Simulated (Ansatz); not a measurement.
**FePt5 (P4/mmm) at 2 levels of theory**

One geometry, relaxed with PBE; plane waves with PAW potentials in Ansatz, scalar-relativistic. Collinear spin, ending at 3.6 μB a primitive cell. Gaps are the least over mesh and band path; pressure is positive in compression.

Space group P4/mmm (No. 123). a = 2.766 Å, b = 2.766 Å, c = 11.849 Å, α = 90.00°, β = 90.00°, γ = 90.00°
| atom | site | symmetry | x | y | z |
| --- | --- | --- | --- | --- | --- |
| Fe | 1a | 4/mmm | 0.0000 | 0.0000 | 0.0000 |
| Pt | 2h | 4mm | 0.5000 | 0.5000 | 0.1526 |
| Pt | 2g | 4mm | 0.0000 | 0.0000 | 0.3287 |
| Pt | 1d | 4/mmm | 0.5000 | 0.5000 | 0.5000 |

```csv
level,cutoff (eV),k mesh,gap (eV),pressure (GPa),largest moment (μB)
PBE,420,14×14×4,0,0.0,3.03
```

Question: What comes out on the same cell with r2SCAN?

Answer:
```json
{"level": "r2SCAN", "cutoff (eV)": "500", "k mesh": "14×14×4", "gap (eV)": "0", "pressure (GPa)": "-4.0", "largest moment (μB)": "3.38"}
```

The state reached may not be the lowest one. Spin-orbit coupling matters for the bands of heavy elements and is left out.

The cell was found from a structure generator's guess, not taken from experiment.
